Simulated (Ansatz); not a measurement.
# How BeS (F-43m) expands on warming

Aim: the lattice, expansion, heat capacity and bulk modulus of BeS as it warms.

Experimental results on record:
- heat capacity C_P per formula unit 34.2 J/mol/K and bulk modulus 105 GPa near room temperature (given in “High-Throughput Prediction of Finite-Temperature Properties using the Quasi-Harmonic Approximation”, 2016, arXiv:1603.06924)

Main program and level: Ansatz 0.2.0; DFT RPBE, scalar-relativistic, plane waves, PAW.

This is a report of a sequence of runs, with most program output left out.

The database entry behind the starting cell differs from later determinations by our own check (0.1 to 0.3 % short, probably kX units), so it need not match the best structure at ambient conditions.

### 1. Starting point

The structure is cubic, space group F-43m (No. 216). The conventional cell has a = 4.850 Å, b = 4.850 Å, c = 4.850 Å, α = 90.00°, β = 90.00°, γ = 90.00°. Nearest to Be lie 4 S at 2.10 Å. S has 4 Be at 2.10 Å nearest. Farther neighbours and most contacts between anions are not listed.

### 2. A first coarse run

A cheap single point shows whether the cell is a metal or an insulator and how far it is from rest; that sets the k-mesh and the occupations of what follows.

Input file input.yaml:

```yaml
crystal:
  lattice:
    - [0.0, 2.425, 2.425]
    - [2.425, 0.0, 2.425]
    - [2.425, 2.425, 0.0]
  atoms:
    - { symbol: Be, position: [0.0, 0.0, 0.0] }
    - { symbol: S, position: [0.25, 0.25, 0.25] }
kpoints:
  mp_grid: { grid: [6, 6, 6] }
hamiltonian:
  xc: rpbe
scf:
  occupations: { method: gaussian, width: 0.1 }
output:
  forces: true
  stress: true
  eigenvalues: true
```

Command:

```bash
ansatz run input.yaml --threads 2 --pin off --max-ram 5120MiB --backend cpu --events-out ev --progress --plain --runs-dir out
```

Run time: 0.43 s. Hardware: 2 threads of Arm Neoverse V1, shared host; peak memory 0.25 GiB; 0.72 s of CPU time.

A gap read on the k-mesh alone can miss the band edges.

This step gave:

```
pressure          : 3.959 GPa
gap on the k-mesh : 3.227 eV
volume per atom   : 14.26 Å³
```

The start is under 4.0 GPa at this level and looks like an insulator or semiconductor on this mesh.

### 3. Relaxation

The vibrations must be taken about the equilibrium of this functional, not about the starting cell, so the structure is relaxed.

input.yaml, the sections that differ from step 2:

```yaml
kpoints:
  mp_grid: { grid: [8, 8, 8] }
scf:
  occupations: { method: gaussian, width: 0.02 }
relax:
  adjacent_minimum: "off"
  f_tol: 0.005
  max_steps: 80
  cell: { stress_tol: 0.05 }
# crystal, hamiltonian, output: as in step 2
```

Run time: 2.9 s. Hardware: 2 threads; peak memory 0.28 GiB; 5.3 s of CPU time.

Relaxation path:

| step | energy less that of the first step (eV) | largest force component (eV/Å) | pressure (GPa) | volume (Å³) |
| --- | --- | --- | --- | --- |
| 1 | 0.0000 | 0.0000 | 3.92 | 28.52 |
| 2 | -0.0116 | 0.0000 | 1.62 | 29.20 |
| 3 | -0.0141 | 0.0000 | 0.09 | 29.69 |
| 4 | -0.0141 | 0.0000 | 0.00 | 29.72 |
| 5* | -0.0142 | 0.0000 | 0.01 | 29.72 |

Relaxation steps marked * repeat the geometry before them on a plane-wave basis chosen anew for their cell, so energy and pressure can jump there.

Forces are held to the 24 operations that the run works with; a distortion that breaks them can't arise in this run.

| conventional cell, symmetrised | before | after | change |
| --- | --- | --- | --- |
| a (Å) | 4.850 | 4.917 | +1.4 % |
| b (Å) | 4.850 | 4.917 | +1.4 % |
| c (Å) | 4.850 | 4.917 | +1.4 % |
| volume (Å³/atom) | 14.26 | 14.86 | +4.2 % |

The relaxed structure:

```
Be S
1.0
     0.00000    2.45854    2.45854
     2.45854    0.00000    2.45854
     2.45854    2.45854    0.00000
Be S
1 1
Cartesian
  0.0000 0.0000 0.0000
  1.2293 1.2293 1.2293
```

This step gave:

```yaml
pressure: 0.006537 GPa
gap_on_the_k_mesh: 3.322 eV
volume_per_atom: 14.86 Å³
```

The relaxation ends with a pressure of 0.01 GPa.

### 4. Relaxing to small residual forces and stress

The relaxation is repeated with tighter thresholds on force and stress, since phonons are sensitive to what is left; a change of mesh or smearing in the input moves the cell too.

input.yaml, the sections that differ from step 3:

```yaml
crystal:
  lattice:
    - [0.0, 2.4585412082, 2.4585412082]
    - [2.4585412082, 0.0, 2.4585412082]
    - [2.4585412082, 2.4585412082, 0.0]
  atoms:
    - { symbol: Be, position: [0.0, 0.0, 0.0] }
    - { symbol: S, position: [0.25, 0.25, 0.25] }
scf:
  occupations: { method: fixed }
relax:
  adjacent_minimum: "off"
  f_tol: 0.001
  max_steps: 60
  cell: { stress_tol: 0.01 }
# kpoints, hamiltonian, output: as in step 3
```

It took 1.3 s on 2 threads; peak memory 0.27 GiB; 2.4 s of CPU time.

Little changed from the start: no atom moved by 0.005 Å and no cell edge by 0.1 %.

Numbers from this step:

| Item | Value |
| --- | --- |
| pressure | 0.006547 GPa |

The residual pressure is 0.0065 GPa, small enough for phonons.

### 5. An input with a fault

This input was changed on purpose, to see how the program answers.

The cell differs from the one that the last finished run ended in (a 3.477 → 3.825 Å, b 3.477 → 3.825 Å, c 3.477 → 3.825 Å).

Input file input.yaml:

```yaml
crystal:
  lattice:
    - [0.0, 2.704395329, 2.704395329]
    - [2.704395329, 0.0, 2.704395329]
    - [2.704395329, 2.704395329, 0.0]
  atoms:
    - { symbol: Be, position: [0.0, 0.0, 0.0] }
    - { symbol: S, position: [0.25, 0.25, 0.25] }
kpoints:
  mp_grid: { grid: [8, 8, 8] }
hamiltonian:
  xc: rpbe
scf:
  occupations: { method: fixed }
  max_iter: 100
output:
  eigenvalues: true
phonons:
  method: dfpt
  qmesh: [2, 2, 2]
  thermal_expansion: {}
```

It took 93 s on 2 threads; peak memory 0.47 GiB.

The run finished. A setting was moved off its sound value on purpose, so it serves as a test and not as the result.

The fault put into the input: a lattice 10 % too large as the start.

### 6. The quasi-harmonic study, q-mesh 2×2×2

The study relaxes the crystal at several strains, solves the phonons on some of them and minimises the free energy at each temperature (static energy, vibrations, the electrons in a metal, and PV under a set pressure); the q-mesh sets how far the force constants reach.

Input file input.yaml:

```yaml
crystal:
  lattice:
    - [0.0, 2.4585412082, 2.4585412082]
    - [2.4585412082, 0.0, 2.4585412082]
    - [2.4585412082, 2.4585412082, 0.0]
  atoms:
    - { symbol: Be, position: [0.0, 0.0, 0.0] }
    - { symbol: S, position: [0.25, 0.25, 0.25] }
kpoints:
  mp_grid: { grid: [8, 8, 8] }
hamiltonian:
  xc: rpbe
scf:
  occupations: { method: fixed }
output:
  eigenvalues: true
phonons:
  method: dfpt
  qmesh: [2, 2, 2]
  temperatures: { t_max: 800.0, t_step: 50 }
  thermal_expansion: {}
```

The job ended after 78 s (2 threads; peak memory 0.47 GiB; 2.4 min of CPU time).

This step gave:

| Property | Result |
| --- | --- |
| pressure | 0.008307 GPa |
| volume expansion coefficient at 298 K | 20.29 1e-6/K |
| C_P at 298 K | 18.6 J/mol-atom/K |
| entropy at 298 K | 15.88 J/mol-atom/K |
| isothermal bulk modulus at 298 K | 83.97 GPa |
| Grüneisen parameter at 298 K | 0.8348 |
| volume at 298 K | 15.06 Å³/atom |
| principal linear expansion coefficients at 298 K | 6.763, 6.763, 6.763 1e-6/K |

Strained cells of the study; zero-point energy where phonons were solved; the pressures are stresses at a fixed cutoff and can carry an offset from the finite basis. Expansion cells, by row:

| cell | \|a\| (Å) | \|b\| (Å) | \|c\| (Å) | V (Å³/atom) | E - E_lowest (meV/atom) | pressure (GPa) | gap (eV) | zero-point energy (meV/atom) |
| --- | --- | --- | --- | --- | --- | --- | --- | --- |
| 1 | 3.477 | 3.477 | 3.477 | 14.86 | 0 | 0.002 | 3.322 | - |
| 2 | 3.505 | 3.505 | 3.505 | 15.22 | 2.277 | -2.005 | 3.373 | - |
| 3 | 3.449 | 3.449 | 3.449 | 14.51 | 2.38 | 2.199 | 3.268 | - |
| 4 | 3.477 | 3.477 | 3.477 | 14.86 | 0 | -0.021 | 3.322 | 72.71 |
| 5 | 3.495 | 3.495 | 3.495 | 15.09 | 0.925 | -1.298 | 3.355 | 71.43 |
| 6 | 3.506 | 3.506 | 3.506 | 15.23 | 2.409 | -2.059 | 3.374 | 70.63 |
| 7 | 3.52 | 3.52 | 3.52 | 15.42 | 5.354 | -3.009 | 3.399 | 69.59 |
| 8 | 3.443 | 3.443 | 3.443 | 14.43 | 3.672 | 2.758 | 3.255 | - |
| 9 | 3.46 | 3.46 | 3.46 | 14.64 | 0.9 | 1.33 | 3.289 | - |
| 10 | 3.541 | 3.541 | 3.541 | 15.7 | 11.88 | -4.349 | 3.435 | - |

Quasi-harmonic; a, b, c are the run's own cell vectors. Expansion, by row:

| T (K) | a (Å) | b (Å) | c (Å) | alpha (deg) | beta (deg) | gamma (deg) | cell volume (Å³/cell) | alpha_a (1e-6/K) | alpha_b (1e-6/K) | alpha_c (1e-6/K) | alpha_V (1e-6/K) | C_P (J/mol-atom/K) | C_V (J/mol-atom/K) | S (J/mol-atom/K) | B_T (GPa) | B_S (GPa) | Grueneisen | extrapolation | fit error (1e-6/K) |
| --- | --- | --- | --- | --- | --- | --- | --- | --- | --- | --- | --- | --- | --- | --- | --- | --- | --- | --- | --- |
| 0 | 3.489 | 3.489 | 3.489 | 60 | 60 | 60 | 30.04 | 0 | 0 | 0 | 0 | 0 | 0 | 0 | 85.55 | 85.55 | - | 0 | 0 |
| 50 | 3.489 | 3.489 | 3.489 | 60 | 60 | 60 | 30.04 | 0.06 | 0.06 | 0.06 | 0.17 | 1.323 | 1.323 | 0.426 | 85.55 | 85.55 | 0.098 | 0 | 0 |
| 100 | 3.489 | 3.489 | 3.489 | 60 | 60 | 60 | 30.04 | 0.79 | 0.79 | 0.79 | 2.37 | 5.791 | 5.791 | 2.663 | 85.48 | 85.49 | 0.316 | 0 | 0 |
| 150 | 3.49 | 3.49 | 3.49 | 60 | 60 | 60 | 30.05 | 2.44 | 2.44 | 2.44 | 7.32 | 10.25 | 10.24 | 5.872 | 85.26 | 85.31 | 0.551 | 0 | 0 |
| 200 | 3.49 | 3.49 | 3.49 | 60 | 60 | 60 | 30.06 | 4.22 | 4.22 | 4.22 | 12.66 | 13.93 | 13.91 | 9.348 | 84.91 | 85.06 | 0.7 | 0 | 0.01 |
| 250 | 3.491 | 3.491 | 3.491 | 60 | 60 | 60 | 30.09 | 5.69 | 5.69 | 5.69 | 17.06 | 16.68 | 16.62 | 12.77 | 84.46 | 84.74 | 0.785 | 0 | 0.01 |
| 298.1 | 3.492 | 3.492 | 3.492 | 60 | 60 | 60 | 30.11 | 6.76 | 6.76 | 6.76 | 20.29 | 18.6 | 18.51 | 15.88 | 83.97 | 84.4 | 0.835 | 0 | 0.01 |
| 300 | 3.492 | 3.492 | 3.492 | 60 | 60 | 60 | 30.11 | 6.8 | 6.8 | 6.8 | 20.4 | 18.66 | 18.57 | 15.99 | 83.95 | 84.38 | 0.836 | 0 | 0.01 |
| 350 | 3.493 | 3.493 | 3.493 | 60 | 60 | 60 | 30.15 | 7.64 | 7.64 | 7.64 | 22.91 | 20.09 | 19.96 | 18.98 | 83.42 | 84 | 0.869 | 0 | 0.01 |
| 400 | 3.495 | 3.495 | 3.495 | 60 | 60 | 60 | 30.18 | 8.27 | 8.27 | 8.27 | 24.82 | 21.15 | 20.96 | 21.74 | 82.87 | 83.6 | 0.892 | 0 | 0.01 |
| 450 | 3.496 | 3.496 | 3.496 | 60 | 60 | 60 | 30.22 | 8.77 | 8.77 | 8.77 | 26.32 | 21.94 | 21.71 | 24.28 | 82.3 | 83.19 | 0.908 | 0 | 0.01 |
| 500 | 3.498 | 3.498 | 3.498 | 60 | 60 | 60 | 30.26 | 9.18 | 9.18 | 9.18 | 27.53 | 22.55 | 22.27 | 26.62 | 81.72 | 82.76 | 0.921 | 0 | 0.01 |
| 550 | 3.5 | 3.5 | 3.5 | 60 | 60 | 60 | 30.31 | 9.51 | 9.51 | 9.51 | 28.53 | 23.04 | 22.7 | 28.8 | 81.14 | 82.32 | 0.93 | 0 | 0.01 |
| 600 | 3.501 | 3.501 | 3.501 | 60 | 60 | 60 | 30.35 | 9.79 | 9.79 | 9.79 | 29.38 | 23.43 | 23.05 | 30.82 | 80.55 | 81.88 | 0.939 | 0 | 0.01 |
| 650 | 3.503 | 3.503 | 3.503 | 60 | 60 | 60 | 30.39 | 10.04 | 10.04 | 10.04 | 30.13 | 23.75 | 23.32 | 32.71 | 79.95 | 81.43 | 0.946 | 0 | 0.01 |
| 700 | 3.505 | 3.505 | 3.505 | 60 | 60 | 60 | 30.44 | 10.26 | 10.26 | 10.26 | 30.79 | 24.02 | 23.53 | 34.48 | 79.35 | 80.98 | 0.952 | 0 | 0.02 |
| 750 | 3.507 | 3.507 | 3.507 | 60 | 60 | 60 | 30.49 | 10.46 | 10.46 | 10.46 | 31.39 | 24.25 | 23.71 | 36.14 | 78.74 | 80.52 | 0.957 | 0 | 0.02 |
| 800 | 3.508 | 3.508 | 3.508 | 60 | 60 | 60 | 30.54 | 10.65 | 10.65 | 10.65 | 31.95 | 24.45 | 23.86 | 37.71 | 78.13 | 80.06 | 0.962 | 0 | 0.03 |

The expansion coefficient by temperature; values in 1e-6/K:

| temperature (K) | volume | principal 1 |
| --- | --- | --- |
| 0 | 0 | 0 |
| 50 | 0.17 | 0.06 |
| 100 | 2.37 | 0.79 |
| 150 | 7.32 | 2.44 |
| 200 | 12.7 | 4.22 |
| 250 | 17.1 | 5.69 |
| 298 | 20.3 | 6.76 |
| 300 | 20.4 | 6.8 |
| 350 | 22.9 | 7.64 |
| 400 | 24.8 | 8.27 |
| 450 | 26.3 | 8.77 |
| 500 | 27.5 | 9.18 |
| 550 | 28.5 | 9.51 |
| 600 | 29.4 | 9.79 |
| 650 | 30.1 | 10.0 |
| 700 | 30.8 | 10.3 |
| 750 | 31.4 | 10.5 |
| 800 | 31.9 | 10.7 |

At 298 K the volume expansion is 20.3 × 10⁻⁶/K and B_T is 84.0 GPa. The log warns that this q-mesh is too narrow, so the figure can be far off. The program raised the cutoff to 487.2 eV by itself: with no cutoff typed, the study takes about 1.16 times the default for its relaxations and scales it with the volume for the phonons.

### 7. The quasi-harmonic study, q-mesh 4×4×4

Thermal expansion follows from how the free energy of the vibrations (and of the electrons in a metal) changes with strain, so the program makes strained cells, their phonons and a fit in one run.

Edit input.yaml of step 6 so:

```diff
@@ -18,3 +18,3 @@
   method: dfpt
-  qmesh: [2, 2, 2]
+  qmesh: [4, 4, 4]
   temperatures: { t_max: 800.0, t_step: 50 }
```

Run time: 5.7 min. Hardware: 2 threads; peak memory 0.66 GiB.

This step gave:

* volume expansion coefficient at 298 K: 22.32 1e-6/K
* C_P at 298 K: 18.70 J/mol-atom/K
* entropy at 298 K: 15.73 J/mol-atom/K
* isothermal bulk modulus at 298 K: 83.85 GPa
* Grüneisen parameter at 298 K: 0.9136
* principal linear expansion coefficients at 298 K: 7.44, 7.44, 7.44 1e-6/K

Strained cells of the study; zero-point energy where phonons were solved; the pressures are stresses at a fixed cutoff and can carry an offset from the finite basis. Expansion cells, by row:

| cell | \|a\| (Å) | \|b\| (Å) | \|c\| (Å) | V (Å³/atom) | E - E_lowest (meV/atom) | pressure (GPa) | gap (eV) | zero-point energy (meV/atom) |
| --- | --- | --- | --- | --- | --- | --- | --- | --- |
| 1 | 3.477 | 3.477 | 3.477 | 14.86 | 0 | 0.002 | 3.322 | - |
| 2 | 3.505 | 3.505 | 3.505 | 15.22 | 2.277 | -2.005 | 3.373 | - |
| 3 | 3.449 | 3.449 | 3.449 | 14.51 | 2.38 | 2.199 | 3.268 | - |
| 4 | 3.477 | 3.477 | 3.477 | 14.86 | 0 | -0.021 | 3.322 | 72.41 |
| 5 | 3.495 | 3.495 | 3.495 | 15.09 | 0.925 | -1.298 | 3.355 | 71.11 |
| 6 | 3.507 | 3.507 | 3.507 | 15.25 | 2.698 | -2.175 | 3.377 | 70.17 |
| 7 | 3.522 | 3.522 | 3.522 | 15.45 | 6 | -3.173 | 3.403 | 69.06 |
| 8 | 3.443 | 3.443 | 3.443 | 14.43 | 3.672 | 2.758 | 3.255 | - |
| 9 | 3.46 | 3.46 | 3.46 | 14.64 | 0.9 | 1.33 | 3.289 | - |
| 10 | 3.545 | 3.545 | 3.545 | 15.75 | 13.31 | -4.579 | 3.441 | - |

Quasi-harmonic; a, b, c are the run's own cell vectors. Expansion, by row:

| T (K) | a (Å) | b (Å) | c (Å) | alpha (deg) | beta (deg) | gamma (deg) | cell volume (Å³/cell) | alpha_a (1e-6/K) | alpha_b (1e-6/K) | alpha_c (1e-6/K) | alpha_V (1e-6/K) | C_P (J/mol-atom/K) | C_V (J/mol-atom/K) | S (J/mol-atom/K) | B_T (GPa) | B_S (GPa) | Grueneisen | extrapolation | fit error (1e-6/K) |
| --- | --- | --- | --- | --- | --- | --- | --- | --- | --- | --- | --- | --- | --- | --- | --- | --- | --- | --- | --- |
| 0 | 3.489 | 3.489 | 3.489 | 60 | 60 | 60 | 30.05 | 0 | 0 | 0 | 0 | 0 | 0 | 0 | 85.53 | 85.53 | - | 0 | 0 |
| 50 | 3.49 | 3.49 | 3.49 | 60 | 60 | 60 | 30.05 | 0.16 | 0.16 | 0.16 | 0.48 | 1.181 | 1.181 | 0.362 | 85.52 | 85.52 | 0.316 | 0 | 0 |
| 100 | 3.49 | 3.49 | 3.49 | 60 | 60 | 60 | 30.05 | 1.13 | 1.13 | 1.13 | 3.4 | 5.669 | 5.668 | 2.489 | 85.44 | 85.46 | 0.464 | 0 | 0 |
| 150 | 3.49 | 3.49 | 3.49 | 60 | 60 | 60 | 30.06 | 2.96 | 2.96 | 2.96 | 8.88 | 10.25 | 10.24 | 5.673 | 85.21 | 85.29 | 0.668 | 0 | 0 |
| 200 | 3.491 | 3.491 | 3.491 | 60 | 60 | 60 | 30.07 | 4.83 | 4.83 | 4.83 | 14.5 | 14 | 13.97 | 9.16 | 84.83 | 85.03 | 0.797 | 0 | 0.01 |
| 250 | 3.492 | 3.492 | 3.492 | 60 | 60 | 60 | 30.1 | 6.34 | 6.34 | 6.34 | 19.02 | 16.77 | 16.7 | 12.6 | 84.36 | 84.71 | 0.871 | 0 | 0.01 |
| 298.1 | 3.493 | 3.493 | 3.493 | 60 | 60 | 60 | 30.13 | 7.44 | 7.44 | 7.44 | 22.32 | 18.7 | 18.58 | 15.73 | 83.85 | 84.36 | 0.914 | 0 | 0.01 |
| 300 | 3.493 | 3.493 | 3.493 | 60 | 60 | 60 | 30.13 | 7.48 | 7.48 | 7.48 | 22.43 | 18.76 | 18.64 | 15.84 | 83.83 | 84.35 | 0.915 | 0 | 0.01 |
| 350 | 3.494 | 3.494 | 3.494 | 60 | 60 | 60 | 30.17 | 8.32 | 8.32 | 8.32 | 24.97 | 20.19 | 20.02 | 18.85 | 83.27 | 83.96 | 0.943 | 0 | 0.01 |
| 400 | 3.496 | 3.496 | 3.496 | 60 | 60 | 60 | 30.21 | 8.97 | 8.97 | 8.97 | 26.92 | 21.24 | 21.02 | 21.61 | 82.69 | 83.55 | 0.963 | 0 | 0.01 |
| 450 | 3.497 | 3.497 | 3.497 | 60 | 60 | 60 | 30.25 | 9.48 | 9.48 | 9.48 | 28.44 | 22.03 | 21.76 | 24.16 | 82.1 | 83.12 | 0.977 | 0 | 0.01 |
| 500 | 3.499 | 3.499 | 3.499 | 60 | 60 | 60 | 30.29 | 9.89 | 9.89 | 9.89 | 29.67 | 22.65 | 22.32 | 26.52 | 81.49 | 82.69 | 0.988 | 0 | 0.01 |
| 550 | 3.501 | 3.501 | 3.501 | 60 | 60 | 60 | 30.34 | 10.23 | 10.23 | 10.23 | 30.69 | 23.13 | 22.75 | 28.7 | 80.88 | 82.24 | 0.997 | 0 | 0.01 |
| 600 | 3.503 | 3.503 | 3.503 | 60 | 60 | 60 | 30.39 | 10.52 | 10.52 | 10.52 | 31.57 | 23.52 | 23.08 | 30.73 | 80.26 | 81.78 | 1.004 | 0 | 0.01 |
| 650 | 3.504 | 3.504 | 3.504 | 60 | 60 | 60 | 30.43 | 10.78 | 10.78 | 10.78 | 32.34 | 23.84 | 23.35 | 32.63 | 79.63 | 81.32 | 1.011 | 0 | 0.01 |
| 700 | 3.506 | 3.506 | 3.506 | 60 | 60 | 60 | 30.48 | 11.01 | 11.01 | 11.01 | 33.03 | 24.11 | 23.56 | 34.4 | 79 | 80.85 | 1.016 | 0 | 0.01 |
| 750 | 3.508 | 3.508 | 3.508 | 60 | 60 | 60 | 30.53 | 11.22 | 11.22 | 11.22 | 33.66 | 24.35 | 23.74 | 36.08 | 78.36 | 80.38 | 1.022 | 0 | 0.02 |
| 800 | 3.51 | 3.51 | 3.51 | 60 | 60 | 60 | 30.59 | 11.42 | 11.42 | 11.42 | 34.25 | 24.55 | 23.88 | 37.65 | 77.71 | 79.9 | 1.026 | 0 | 0.03 |

Table of expansion coefficient by temperature; values in 1e-6/K:

| temperature (K) | volume | principal 1 |
| --- | --- | --- |
| 0 | 0 | 0 |
| 50 | 0.48 | 0.16 |
| 100 | 3.4 | 1.13 |
| 150 | 8.88 | 2.96 |
| 200 | 14.5 | 4.83 |
| 250 | 19.0 | 6.34 |
| 298 | 22.3 | 7.44 |
| 300 | 22.4 | 7.48 |
| 350 | 25.0 | 8.32 |
| 400 | 26.9 | 8.97 |
| 450 | 28.4 | 9.48 |
| 500 | 29.7 | 9.89 |
| 550 | 30.7 | 10.2 |
| 600 | 31.6 | 10.5 |
| 650 | 32.3 | 10.8 |
| 700 | 33.0 | 11.0 |
| 750 | 33.7 | 11.2 |
| 800 | 34.2 | 11.4 |

Changing the q-mesh (2×2×2 → 4×4×4) takes the volume expansion at 298 K from 20.3 to 22.3 × 10⁻⁶/K and B_T from 84.0 to 83.9 GPa.

### 8. Summary of results

```
settings of these figures                        : RPBE, 487.2 eV, k 8×8×8, q 4×4×4
volume expansion coefficient at 298 K            : 22.32 1e-6/K
C_P at 298 K                                     : 18.70 J/mol-atom/K
entropy at 298 K                                 : 15.73 J/mol-atom/K
isothermal bulk modulus at 298 K                 : 83.85 GPa
Grüneisen parameter at 298 K                     : 0.9136
volume at 298 K                                  : 15.06 Å³/atom
principal linear expansion coefficients at 298 K : 7.44, 7.44, 7.44 1e-6/K
```

In words: Near room temperature BeS expands by 22.3 × 10⁻⁶/K in volume by RPBE, with C_P = 18.7 J/(mol K) per mole of atoms and B_T = 83.9 GPa. C_P at room temperature is 75 % of the classical 3R an atom, so the stiffest modes are still partly frozen out. A measured bulk modulus near room temperature is 105 GPa (arXiv:1603.06924); the calculated 83.9 GPa differs by -20 %. The table does not say whether its value is isothermal or adiabatic. A measured heat capacity per formula unit near room temperature is 34.2 J/mol/K (arXiv:1603.06924); the calculated 37.4 J/mol/K differs by +9 %. Changing the q-mesh moves the volume expansion at 298 K between 20.3 and 22.3 × 10⁻⁶/K, while the CPU time spans a factor of 4.5. The interpolation has no quadrupole term, so branches near the zone centre are less sure, since this crystal has sites that are not centres of inversion. The PAW files were made for PBE and are used here under another functional, for which the program regenerates the frozen cores.

[Logs are printed without paths, hosts, clocks, repeated set-up lines and the standing remarks that a program may print on its own settings, such as how far it seeks lower states.]

[Hosts, paths, dates, database ids (printed as entryN), source tags and the programs' standing remarks are cut or masked in the printed files.]

[A step with changed settings may run another functional than the one named; its input shows which.]
